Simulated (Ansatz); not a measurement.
Here is an Ansatz 0.2.0 calculation.

Contents of input.yaml:

```yaml
crystal:
  lattice:
    - [4.97558882, 0.0, 0.0]
    - [0.0, 4.97558882, 0.0]
    - [0.0, 0.0, 6.90088944]
  atoms:
    - { symbol: Si, position: [0.80324656, 0.80324656, 0.5] }
    - { symbol: Si, position: [0.69675344, 0.30324656, 0.25] }
    - { symbol: Si, position: [0.30324656, 0.69675344, 0.75] }
    - { symbol: Si, position: [0.19675344, 0.19675344, 0.0] }
    - { symbol: O, position: [0.76175763, 0.11038707, 0.43204156] }
    - { symbol: O, position: [0.88961293, 0.23824237, 0.06795844] }
    - { symbol: O, position: [0.11038707, 0.76175763, 0.56795844] }
    - { symbol: O, position: [0.26175763, 0.38961293, 0.81795844] }
    - { symbol: O, position: [0.23824237, 0.88961293, 0.93204156] }
    - { symbol: O, position: [0.73824237, 0.61038707, 0.31795844] }
    - { symbol: O, position: [0.38961293, 0.26175763, 0.18204156] }
    - { symbol: O, position: [0.61038707, 0.73824237, 0.68204156] }
hamiltonian:
  xc: lda
  pseudopotentials: { kind: paw }
kpoints:
  mp_grid: { grid: [6, 6, 4] }
scf:
  occupations: { method: fermi_dirac, width: 0.05 }
output:
  forces: true
  stress: true
  eigenvalues: true
relax:
  f_tol: 0.01
  max_steps: 40
  cell: { stress_tol: 0.05 }
```

Potentials or basis: Ansatz PAW.

Command:

```bash
$ ansatz run input.yaml --threads 4 --pin off --max-ram 11264MiB --backend cpu --events-out ev --progress --plain --runs-dir out
```

Problem. Estimate the band gap on the k mesh.

Solution. 5.55 eV, direct.

Problem. Predict the relaxed cell.

Solution. a = 4.948 Å, b = 4.948 Å, c = 6.878 Å, α = 90.00°, β = 90.00°, γ = 90.00°.

Final structure:
```
Si O
1.0
     4.94820    0.00000    0.00000
     0.00000    4.94820    0.00000
     0.00000    0.00000    6.87798
Si O
4 8
Direct
  0.80387 0.80387 0.50000
  0.69613 0.30387 0.25000
  0.30387 0.69613 0.75000
  0.19613 0.19613 0.00000
  0.76249 0.11233 0.43285
  0.88767 0.23751 0.06715
  0.11233 0.76249 0.56715
  0.26249 0.38767 0.81715
  0.23751 0.88767 0.93285
  0.73751 0.61233 0.31715
  0.38767 0.26249 0.18285
  0.61233 0.73751 0.68285
```

Caveat: the plane-wave basis is chosen anew once the cell has moved, so the energies of steps on either side of that aren't comparable. A k mesh can miss the band edges.
